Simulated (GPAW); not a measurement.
# CdTe (F-43m) in GPAW: a series of runs, part 3 of 3

GPAW 26.7.0. Earlier steps stand in the parts before.

## Step 5: Band structure, BLYP

Input file run.py:

```python
from ase.dft.bandgap import bandgap
from ase.io import read, write
from ase.units import Bohr, GPa
from gpaw import GPAW, PW, setup_paths
from gpaw.elf import elf_from_dft_calculation

setup_paths.insert(0, '.')

atoms = read('CdTe.xyz')

calc = GPAW(mode=PW(600),
            xc='BLYP',
            kpts={'size': (7, 7, 7), 'gamma': True},
            occupations={'name': 'fermi-dirac', 'width': 0.05},
            nbands=18,
            convergence={'density': 1e-05, 'energy': 1e-05},
            eigensolver='davidson',
            maxiter=150,
            txt='gpaw.txt')
atoms.calc = calc
energy = atoms.get_potential_energy()
forces = atoms.get_forces()
stress = atoms.get_stress()
calc.write('gs.gpw')
write('result.traj', atoms)
print(f'Energy: {energy:.6f} eV')
print('Forces (eV/A):')
print(forces.round(4))
print('Stress (GPa):', (stress / GPa).round(3))
print('Fermi level:', round(calc.get_fermi_level(), 4), 'eV')
print(f'Gap: {bandgap(calc)[0]:.4f} eV, direct: {bandgap(calc, direct=True)[0]:.4f} eV')

# fields on the real-space grid
write('density.cube', atoms, data=calc.get_pseudo_density() * Bohr**3)
write('potential.cube', atoms, data=calc.get_electrostatic_potential())
write('elf.cube', atoms, data=elf_from_dft_calculation(calc).data)

path = atoms.cell.bandpath('GXWKGLUWLK,UX', npoints=80, eps=1e-4)
bs_calc = calc.fixed_density(kpts=path, symmetry='off', nbands=31,
                             convergence={'bands': 'CBM+6.0', 'eigenstates': 1e-6}, txt='bands.txt')
bs = bs_calc.band_structure()
bs.write('bs.json')
print(f'Gap on the path: {bandgap(bs_calc)[0]:.4f} eV')
```

Input file CdTe.xyz:

```xyz
2
Lattice="0.0000000000 3.2050000000 3.2050000000 3.2050000000 0.0000000000 3.2050000000 3.2050000000 3.2050000000 0.0000000000" Properties=species:S:1:pos:R:3 pbc="T T T"
Te     4.8075000000      4.8075000000      4.8075000000
Cd     0.0000000000      0.0000000000      0.0000000000
```

Potentials or basis: PAW data sets generated in the run's folder for this functional, pw.

Run with:

```bash
$ gpaw-setup -f BLYP Cd Te
$ OMP_NUM_THREADS=1 python run.py
```

gpaw.txt:

```text
__  _  _
 | _ |_)|_||  |
 |__||  | ||/\| - 26.7.0

Input parameters:
  mode=PW(ecut=600.0),
  convergence={'density': 1e-05, 'energy': 1e-05},
  eigensolver=Davidson(niter=2),
  kpts=MonkhorstPack(size=(7, 7, 7), gamma=True),
  maxiter=150,
  nbands=18,
  occupations=Occupations(name='fermi-dirac', width=0.05),
  xc=XC(name='BLYP')

Diagonalizing LCAO Hamiltonian
Converting LCAO to pw mode

                      Te

       Cd

Atoms  # Å, Bohr magnetons
|   | symbol |        x |        y |        z |    initial magnetic moments |
|---|--------|----------|----------|----------|-----------------------------|
| 0 |     Te | 4.807500 | 4.807500 | 4.807500 | ( 0.0000,  0.0000,  0.0000) |
| 1 |     Cd | 0.000000 | 0.000000 | 0.000000 | ( 0.0000,  0.0000,  0.0000) |

Unit cell  # Å
| periodic |        x |        y |        z |  lengths |    angles |
|----------|----------|----------|----------|----------|-----------|
|      yes | 0.000000 | 3.205000 | 3.205000 | 4.532554 | 60.000000 |
|      yes | 3.205000 | 0.000000 | 3.205000 | 4.532554 | 60.000000 |
|      yes | 3.205000 | 3.205000 | 0.000000 | 4.532554 | 60.000000 |

Number of symmetries: 24
Symmetry operations  # r_c * U_cc + t_c -> r_c
|    | kind |            matrix            |
|----|------|------------------------------|
|  0 |  E   |  1, 0, 0,  0, 1, 0,  0, 0, 1 |
|  1 |  σ   |  1, 0, 0,  0, 0, 1,  0, 1, 0 |
|  2 |  σ   |  1, 0,-1,  0, 1,-1,  0, 0,-1 |
|  3 |  C3  |  1, 0,-1,  0, 0,-1,  0, 1,-1 |
|  4 |  C3  |  1,-1, 0,  0,-1, 1,  0,-1, 0 |
|  5 |  σ   |  1,-1, 0,  0,-1, 0,  0,-1, 1 |
|  6 |  σ   |  0, 1, 0,  1, 0, 0,  0, 0, 1 |
|  7 |  C3  |  0, 1, 0,  0, 0, 1,  1, 0, 0 |
|  8 |  C2  |  0, 1,-1,  1, 0,-1,  0, 0,-1 |
|  9 |  S4  |  0, 1,-1,  0, 0,-1,  1, 0,-1 |
| 10 |  C3  |  0, 0, 1,  1, 0, 0,  0, 1, 0 |
| 11 |  σ   |  0, 0, 1,  0, 1, 0,  1, 0, 0 |
| 12 |  S4  |  0, 0,-1,  1, 0,-1,  0, 1,-1 |
| 13 |  C3  |  0, 0,-1,  0, 1,-1,  1, 0,-1 |
| 14 |  S4  |  0,-1, 1,  1,-1, 0,  0,-1, 0 |
| 15 |  C2  |  0,-1, 1,  0,-1, 0,  1,-1, 0 |
| 16 |  C3  |  0,-1, 0,  1,-1, 0,  0,-1, 1 |
| 17 |  S4  |  0,-1, 0,  0,-1, 1,  1,-1, 0 |
| 18 |  S4  | -1, 1, 0, -1, 0, 1, -1, 0, 0 |
| 19 |  C3  | -1, 1, 0, -1, 0, 0, -1, 0, 1 |
| 20 |  C3  | -1, 0, 1, -1, 1, 0, -1, 0, 0 |
| 21 |  S4  | -1, 0, 1, -1, 0, 0, -1, 1, 0 |
| 22 |  σ   | -1, 0, 0, -1, 1, 0, -1, 0, 1 |
| 23 |  C2  | -1, 0, 0, -1, 0, 1, -1, 1, 0 |

BZ-sampling:
  Number of BZ points: 343
  Number of IBZ points: 20

  Monkhorst-Pack size: [7, 7, 7]
  Monkhorst-Pack shift: [0, 0, 0]

K-points  # in reciprocal-cell coordinates
|     |                                coordinates |     weight |
|-----|--------------------------------------------|------------|
|   0 | (  0.00000000,   0.00000000,   0.00000000) | 0.00291545 |
|   1 | (  0.14285714,   0.14285714,   0.00000000) | 0.01749271 |
|   2 | (  0.14285714,   0.14285714,   0.14285714) | 0.02332362 |
|   3 | (  0.28571429,   0.14285714,   0.14285714) | 0.03498542 |
|   4 | (  0.28571429,   0.28571429,   0.00000000) | 0.01749271 |
|   5 | (  0.28571429,   0.28571429,   0.14285714) | 0.06997085 |
|   6 | (  0.28571429,   0.28571429,   0.28571429) | 0.02332362 |
|   7 | (  0.42857143,  -0.28571429,  -0.28571429) | 0.03498542 |
|   8 | (  0.42857143,   0.28571429,  -0.42857143) | 0.13994169 |
|   9 | (  0.42857143,   0.28571429,  -0.28571429) | 0.06997085 |
| ... |                                            |            |
|  19 | (  0.42857143,   0.42857143,   0.42857143) | 0.02332362 |

Plane wave coefficients: 2213
Cutoff: 600.0 eV

Spin-components: 1 (collinear spins)
Bands:           18
Projectors:      11
Spin-degeneracy: 2
Datatype:        complex128

Parallelization:
  kpt:    1
  domain: 1
  band:   1

Density:
  Valence electrons: 18.0
  Components: 1
  Grid points: [27 27 27]
  Charge: 0.0  # |e|

Potential:
  Grid points: [27 27 27]

species:
  Te:
    name:    Tellurium
    Z:       52.0
    valence: 6
    core:    46
    charge:  0.0  # [|e|]
    compensation charges:
      type: gauss
      rc: 0.36  # [Å]
      lmax: 2
    cutoffs:
      filter: 2.09  # [Å]
      core: 3.17  # [Å]
    projectors
    | kind |    occ | energy [eV] | rcut [Å] |
    |------|--------|-------------|----------|
    |   5s |  2.000 |     -14.974 |    1.180 |
    |   5p |  4.000 |      -5.797 |    1.196 |
    |    s |        |      12.238 |    1.180 |
    |    p |        |      21.414 |    1.196 |
    |    d |        |       0.000 |    1.238 |

    Using partial waves for Te as LCAO basis

  Cd:
    name:    Cadmium
    Z:       48.0
    valence: 12
    core:    36
    charge:  0.0  # [|e|]
    compensation charges:
      type: gauss
      rc: 0.38  # [Å]
      lmax: 2
    cutoffs:
      filter: 2.12  # [Å]
      core: 2.62  # [Å]
    projectors
    | kind |    occ | energy [eV] | rcut [Å] |
    |------|--------|-------------|----------|
    |   5s |  2.000 |      -5.646 |    1.191 |
    |   5p |  0.000 |      -1.192 |    1.228 |
    |   4d | 10.000 |     -11.572 |    1.164 |
    |    s |        |      21.565 |    1.191 |
    |    p |        |      26.020 |    1.228 |
    |    d |        |      15.639 |    1.164 |

    Using partial waves for Cd as LCAO basis

Reference energy: -336997.902357  # eV

eigensolver:
  Davidson
  Converge bands: occupied
  niter=2

density mixing:
  MSR1-Mixer
  Pratt-step length: 0.05
  Maximum mixing coefficient: 0.75
  Old densities: 10
  SVD Regularization: 0.005
  Good broyden scale: 1.0
  Trust region scale: 1.0
  Backstep threshold: 4.0
  History deletion threshold: 6.0
  Fourier metric: weight=20.0, sigma=0.015

occupation numbers:
  Fermi-Dirac:
    width: 0.0500  # eV

poisson solver:
  ecut: 4800.0  # eV

xc functional:
  name: BLYP with 2 nearest neighbor stencil

convergence criteria:
- Maximum integral of absolute [dens]ity change: 1e-05 electrons / valence electron
- Maximum [total energy] change in last 3 cyles: 1e-05 eV / valence electron
- Maximum integral of absolute [eigenst]ate change: 4e-08 eV^2 / valence electron
maximum number of iterations: 150

SCF iterations
|iter     | |      energy | eigst |  dens |
|---------|-|-------------|-------|-------|
|iter:   1| |   -4.062597 | -0.27 |       |
|iter:   2| |   -4.017879 | -2.11 | -1.23 |
|iter:   3| |   -3.841538 | -1.73 | -1.27 |
|iter:   4| |   -3.834804 | -3.14 | -1.76 |
|iter:   5| |   -3.834562 | -3.72 | -2.18 |
|iter:   6| |   -3.834624 | -4.51 | -2.74 |
|iter:   7| |   -3.834628c| -5.64 | -3.61 |
|iter:   8| |   -3.834629c| -6.33 | -3.96 |
|iter:   9| |   -3.834629c| -7.14 | -4.89 |
|iter:  10| |   -3.834629c| -7.81c| -5.47c|

Converged in 10 steps
Energy contributions relative to reference atoms: (reference = -336997.902357)

Energy contributions:
  Kinetic:          28.842048
  Coulomb:         -25.938416
  Zero:              0.237608
  External:          0.000000
  Xc:               -6.975867
  Entropy:          -0.000004
  Spinorbit:         0.000000
  ----------------------------
  Free energy:      -3.834631
  Extrapolated:     -3.834629

dipole moment: (-16.630528, -16.630528, -16.630528)  # |e|*Ang

Fermi level: 4.904
Eigenvalues  # (at kpt = [0.000, 0.000, 0.000])
| band index |      eig [eV] | occ [0-2] |
|------------|---------------|-----------|
|          0 |        -6.918 |     2.000 |
|          1 |        -3.926 |     2.000 |
|          2 |        -3.926 |     2.000 |
|          3 |        -3.926 |     2.000 |
|          4 |        -3.639 |     2.000 |
|          5 |        -3.639 |     2.000 |
[... 10 lines left out ...]
|         16 |        14.710 |     0.000 |
|         17 |        14.710 |     0.000 |

Gap: 0.784 eV
Transition (v -> c):
  (s=0, k=0, n=8, [0.00, 0.00, 0.00]) -> (s=0, k=0, n=9, [0.00, 0.00, 0.00])
No difference between direct/indirect transitions

Forces  # eV/Ang
|       x |        y |        z |
|---------|----------|----------|
| 0.00000 | -0.00000 | -0.00000 |  # Te   0
| 0.00000 | -0.00000 | -0.00000 |  # Cd   1

Stress tensor  # eV/Ang^3
|         x |         y |         z |
|-----------|-----------|-----------|
| -0.040573 |  0.000000 |  0.000000 |
|  0.000000 | -0.040573 |  0.000000 |
|  0.000000 |  0.000000 | -0.040573 |

# Writing to gs.gpw (mode='')
```

Wall time 82 s (1 thread of Arm Neoverse V1, shared host); peak memory 0.31 GiB.

Results:

| Item | Value |
| --- | --- |
| Free energy | -3.8346 eV |
| Pressure | 6.5 GPa |
| Band gap on the k mesh | 0.78 eV, direct |
| Band gap along the path | 0.78 eV, direct |

Levels at the corners of the path, in eV from the valence-band top:
```tsv
point	band 7	band 8	band 9	band 10	band 11	band 12
Γ	0.00	0.00	0.00	0.78	4.61	4.61
X	-4.47	-1.96	-1.96	2.65	2.70	9.05
W	-4.36	-2.42	-2.31	4.29	4.79	5.63
K	-4.38	-2.67	-1.63	2.93	4.59	7.49
Γ	0.00	0.00	0.00	0.78	4.61	4.61
L	-4.60	-0.82	-0.82	1.82	5.25	5.25
U	-4.38	-2.67	-1.63	2.93	4.59	7.49
W	-4.36	-2.42	-2.31	4.29	4.79	5.63
L	-4.60	-0.82	-0.82	1.82	5.25	5.25
K	-4.38	-2.67	-1.63	2.93	4.59	7.49
U	-4.38	-2.67	-1.63	2.93	4.59	7.49
X	-4.47	-1.96	-1.96	2.65	2.70	9.05
```

Caveat: spin-orbit coupling is left out, which moves the levels of the heavy elements.

## Step 6: Equation of state, BLYP+D3(BJ)

Input file run.py:

```python
from ase import Atoms
from ase.calculators.mixing import SumCalculator
from ase.eos import EquationOfState
from ase.io import Trajectory
from ase.units import GPa
from dftd3.ase import DFTD3
from gpaw import GPAW, PW, setup_paths

setup_paths.insert(0, '.')

atoms = Atoms(['Te', 'Cd'],
              cell=[[0.0, 3.205, 3.205],
                    [3.205, 0.0, 3.205],
                    [3.205, 3.205, 0.0]],
              scaled_positions=[[0.75, 0.75, 0.75],
                                [0.0, 0.0, 0.0]],
              pbc=True)

traj = Trajectory('eos.traj', 'w')
volumes, energies = [], []
for x in [0.94, 0.96, 0.98, 1.0, 1.02, 1.04, 1.06]:
    a = atoms.copy()
    a.set_cell(atoms.cell * x**(1 / 3), scale_atoms=True)
    calc = GPAW(mode=PW(600),
                xc='BLYP',
                kpts={'size': (6, 6, 6), 'gamma': True},
                occupations={'name': 'fermi-dirac', 'width': 0.05},
                nbands=18,
                convergence={'density': 1e-05, 'energy': 1e-05},
                eigensolver='davidson',
                maxiter=150,
                txt=f'eos-{x:.2f}.txt')
    a.calc = SumCalculator([calc, DFTD3(method='blyp', damping='d3bj')])
    energies.append(a.get_potential_energy())
    volumes.append(a.get_volume())
    p = -a.get_stress()[:3].mean() / GPa
    calc.write(f'eos-{x:.2f}.gpw')
    traj.write(a)
    print(f'{x:.2f} {volumes[-1]:10.4f} A^3 {energies[-1]:14.6f} eV {p:9.3f} GPa', flush=True)

v0, e0, B = EquationOfState(volumes, energies, eos='birchmurnaghan').fit()
print(f'V0 = {v0:.4f} A^3, E0 = {e0:.6f} eV, B0 = {B / GPa:.2f} GPa')
```

Potentials or basis: PAW data sets generated in the run's folder for this functional, pw.

Run with:

```bash
$ gpaw-setup -f BLYP Cd Te
$ OMP_NUM_THREADS=1 python run.py
```

Output:

```text
__  _  _
 | _ |_)|_||  |
 |__||  | ||/\| - 26.7.0

Input parameters:
  mode=PW(ecut=600.0),
  convergence={'density': 1e-05, 'energy': 1e-05},
  eigensolver=Davidson(niter=2),
  kpts=MonkhorstPack(size=(6, 6, 6), gamma=True),
  maxiter=150,
  nbands=18,
  occupations=Occupations(name='fermi-dirac', width=0.05),
  xc=XC(name='BLYP')

Diagonalizing LCAO Hamiltonian
Converting LCAO to pw mode

                     Te

       Cd

Atoms  # Å, Bohr magnetons
|   | symbol |        x |        y |        z |    initial magnetic moments |
|---|--------|----------|----------|----------|-----------------------------|
| 0 |     Te | 4.742526 | 4.742526 | 4.742526 | ( 0.0000,  0.0000,  0.0000) |
| 1 |     Cd | 0.000000 | 0.000000 | 0.000000 | ( 0.0000,  0.0000,  0.0000) |

Unit cell  # Å
| periodic |        x |        y |        z |  lengths |    angles |
|----------|----------|----------|----------|----------|-----------|
|      yes | 0.000000 | 3.161684 | 3.161684 | 4.471296 | 60.000000 |
|      yes | 3.161684 | 0.000000 | 3.161684 | 4.471296 | 60.000000 |
|      yes | 3.161684 | 3.161684 | 0.000000 | 4.471296 | 60.000000 |

Number of symmetries: 24
Symmetry operations  # r_c * U_cc + t_c -> r_c
|    | kind |            matrix            |
|----|------|------------------------------|
|  0 |  E   |  1, 0, 0,  0, 1, 0,  0, 0, 1 |
|  1 |  σ   |  1, 0, 0,  0, 0, 1,  0, 1, 0 |
|  2 |  σ   |  1, 0,-1,  0, 1,-1,  0, 0,-1 |
|  3 |  C3  |  1, 0,-1,  0, 0,-1,  0, 1,-1 |
[... 131 lines left out ...]
  Trust region scale: 1.0
  Backstep threshold: 4.0
  History deletion threshold: 6.0
  Fourier metric: weight=20.0, sigma=0.015

occupation numbers:
  Fermi-Dirac:
    width: 0.0500  # eV

poisson solver:
  ecut: 4800.0  # eV

xc functional:
  name: BLYP with 2 nearest neighbor stencil

convergence criteria:
- Maximum integral of absolute [dens]ity change: 1e-05 electrons / valence electron
- Maximum [total energy] change in last 3 cyles: 1e-05 eV / valence electron
- Maximum integral of absolute [eigenst]ate change: 4e-08 eV^2 / valence electron
maximum number of iterations: 150

SCF iterations
|iter     | |      energy | eigst |  dens |
|---------|-|-------------|-------|-------|
|iter:   1| |   -3.931556 | -0.24 |       |
|iter:   2| |   -3.887823 | -2.11 | -1.23 |
|iter:   3| |   -3.711216 | -1.72 | -1.27 |
|iter:   4| |   -3.702822 | -3.10 | -1.76 |
|iter:   5| |   -3.702598 | -3.74 | -2.16 |
|iter:   6| |   -3.702661 | -4.47 | -2.71 |
|iter:   7| |   -3.702665c| -5.62 | -3.62 |
|iter:   8| |   -3.702666c| -6.33 | -3.97 |
|iter:   9| |   -3.702666c| -7.17 | -4.84 |
|iter:  10| |   -3.702666c| -7.86c| -5.44c|

Converged in 10 steps
Energy contributions relative to reference atoms: (reference = -336997.902357)

Energy contributions:
  Kinetic:          32.907221
  Coulomb:         -29.310498
  Zero:              0.236189
  External:          0.000000
  Xc:               -7.535577
  Entropy:          -0.000002
  Spinorbit:         0.000000
  ----------------------------
  Free energy:      -3.702667
  Extrapolated:     -3.702666

dipole moment: (-16.274998, -16.274998, -16.274998)  # |e|*Ang

Fermi level: 5.434
Eigenvalues  # (at kpt = [0.000, 0.000, 0.000])
| band index |      eig [eV] | occ [0-2] |
|------------|---------------|-----------|
|          0 |        -6.706 |     2.000 |
|          1 |        -3.627 |     2.000 |
|          2 |        -3.627 |     2.000 |
|          3 |        -3.627 |     2.000 |
|          4 |        -3.308 |     2.000 |
|          5 |        -3.308 |     2.000 |
[... 10 lines left out ...]
|         16 |        15.182 |     0.000 |
|         17 |        15.182 |     0.000 |

Gap: 0.916 eV
Transition (v -> c):
  (s=0, k=0, n=8, [0.00, 0.00, 0.00]) -> (s=0, k=0, n=9, [0.00, 0.00, 0.00])
No difference between direct/indirect transitions

Stress tensor  # eV/Ang^3
|         x |         y |         z |
|-----------|-----------|-----------|
| -0.056820 |  0.000000 | -0.000000 |
|  0.000000 | -0.056820 |  0.000000 |
| -0.000000 |  0.000000 | -0.056820 |

# Writing to eos-0.96.gpw (mode='')
```

stdout:

```text
0.94    61.8931 A^3      -5.371322 eV     5.193 GPa
0.96    63.2099 A^3      -5.408683 eV     3.899 GPa
0.98    64.5268 A^3      -5.435970 eV     2.743 GPa
1.00    65.8437 A^3      -5.454281 eV     1.712 GPa
1.02    67.1606 A^3      -5.464560 eV     0.791 GPa
1.04    68.4774 A^3      -5.467688 eV    -0.032 GPa
1.06    69.7943 A^3      -5.464436 eV    -0.765 GPa
V0 = 68.4395 A^3, E0 = -5.467695 eV, B0 = 40.48 GPa
```

Run time: 93 s. Hardware: 1 thread of Arm Neoverse V1, shared host; peak memory 0.29 GiB.

Results:

```yaml
Equilibrium_volume: 34.22 Å³/atom
Bulk_modulus: 40 GPa
Pressure_derivative_of_the_bulk_modulus: 4.9
```

Energy against volume, from the lowest point:
| volume (Å³/atom) | energy (meV/atom) |
| --- | --- |
| 30.947 | 48.19 |
| 31.605 | 29.51 |
| 32.263 | 15.86 |
| 32.922 | 6.71 |
| 33.580 | 1.57 |
| 34.239 | 0.00 |
| 34.897 | 1.62 |

Spin-orbit coupling is left out, which matters for the levels of Te.

## Step 7: The runs side by side

```tsv
task	level	potentials or basis	spin	k mesh	band path	band points	spin axis theta (degrees)	spin axis phi (degrees)	soc after scf	gap on the mesh (eV)	pressure (GPa)
band structure	PBEsol	PAW data sets generated in the run's folder for this functional, pw	SOC, no magnetisation	5 × 5 × 5	GXWKGLUWLK,UX	60	0	0	second variation	0.43	1.3
band structure	RPBE	the program's PAW data sets (release 1.2.1) made for this functional, pw	off	7 × 7 × 7	GXWKGLUWLK,UX	100	-	-	-	1.02	5.6
band structure	revPBE	the program's PAW data sets (release 1.2.1) made for this functional, pw	off	7 × 7 × 7	GXWKGLUWLK,UX	100	-	-	-	0.98	5.1
band structure	BLYP	PAW data sets generated in the run's folder for this functional, pw	off	7 × 7 × 7	GXWKGLUWLK,UX	80	-	-	-	0.78	6.5
equation of state	BLYP+D3(BJ)	PAW data sets generated in the run's folder for this functional, pw	off	6 × 6 × 6	-	-	-	-	-	-	-
```

Alike in all rows: cell as given; cutoff (eV) 600; smearing fermi-dirac 0.05 eV.

Caveats: spin-orbit coupling is left out, which moves the levels of the heavy elements (some runs); spin-orbit coupling was added after a scalar SCF, so levels and gaps hold it while energy, forces, pressure and moments don't (some runs); this program's spin-orbit splittings come out too wide for heavy elements (some runs).

Total energies depend on the potentials used, so only differences within one code and one set of settings carry meaning.

## Step 8: Comparison with measurements

Step 2. Against the measured gap of CdTe, 1.607 eV (0 K; a printed reference work, data compilation), the calculated 0.43 eV is off by -1.17 eV. So large a miss can be the level of theory's own, or it may mean another phase, state or a wrong row. The value is that of PBEsol, without temperature or zero-point motion. Semilocal functionals fall short of measured gaps as a rule.

Step 3. A measured gap of CdTe is 1.607 eV (0 K; a printed reference work, data compilation); the calculated 1.02 eV misses it by -0.58 eV. Spin-orbit coupling on Cd, Te is left out. The value is that of RPBE, without temperature or zero-point motion. Semilocal functionals fall short of measured gaps as a rule.

Step 4. Measured gap of CdTe: 1.607 eV (0 K; a printed reference work, data compilation). This calculation gives 0.98 eV (-0.62 eV). Spin-orbit coupling on Cd, Te is left out. The value is that of revPBE, without temperature or zero-point motion. Semilocal functionals fall short of measured gaps as a rule.

Step 5. A measured gap of CdTe is 1.607 eV (0 K; a printed reference work, data compilation); the calculated 0.78 eV misses it by -0.82 eV. Spin-orbit coupling on Cd, Te is left out. The value is that of BLYP, without temperature or zero-point motion. Semilocal functionals fall short of measured gaps as a rule.

Step 6. Against the measured bulk modulus of CdTe, 42 GPa (powder; quoted in “Multiscale insight into the Cd1-xZnxTe vibrational-mechanical properties -- High-pressure experiments and ab initio calculations”, 2023, arxiv:2306.14539), the calculated 40 GPa is off by -3.6 %. The fit is for a static lattice scaled at fixed shape and fixed fractional positions.
